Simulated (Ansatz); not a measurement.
# ZnAu: the cost of one run

Computed with Ansatz 0.2.0 (DFT PBE, scalar-relativistic, plane waves, PAW, unless a step's input says otherwise).

2 further runs of the same task are left out: 1 that didn't finish, 1 set aside as unsound or not needed.

## (1) The system as given

Symmetry: Pm-3m, No. 221, cubic system. Conventional cell: a = 3.147 Å, b = 3.147 Å, c = 3.147 Å, α = 90.00°, β = 90.00°, γ = 90.00°. Zn (site symmetry m-3m) has 8 Au at 2.73 Å as nearest neighbours. Au (site symmetry m-3m) has 8 Zn at 2.73 Å as nearest neighbours.

As a file:

```xyz
2
Lattice="3.1470 0.0000 0.0000 0.0000 3.1470 0.0000 0.0000 0.0000 3.1470" Properties=species:S:1:pos:R:3 pbc="T T T"
Zn    1.5735    1.5735    1.5735
Au    0.0000    0.0000    0.0000
```

The structure comes from the Crystallography Open Database.

## (2) A distortion that keeps the symmetry

Against the listed cell: strain xx, yy, zz, yz, xz, xy = -1.0, -1.0, -1.0, +0.0, +0.0, +0.0 %.

The input, input.yaml:

```yaml
crystal:
  lattice:
    - [3.11634822, 0.0, 0.0]
    - [0.0, 3.11634822, 0.0]
    - [0.0, 0.0, 3.11634822]
  atoms:
    - { symbol: Zn, position: [0.5, 0.5, 0.5] }
    - { symbol: Au, position: [0.0, 0.0, 0.0] }
basis:
  ecutwfc: 420
kpoints:
  mp_grid: { grid: [14, 14, 14] }
hamiltonian:
  xc: pbe
scf:
  occupations: { method: gaussian, width: 0.1 }
output:
  forces: true
  stress: true
  eigenvalues: true
```

Command:

```sh
$ ansatz run input.yaml --threads 1 --pin off --max-ram 1331MiB --backend cpu --events-out ev --progress --plain --runs-dir out
```

Q: Estimate wall time and peak memory on 1 thread of an Arm CPU, shared host.

About 4.2 s, with a peak of 0.35 GiB.
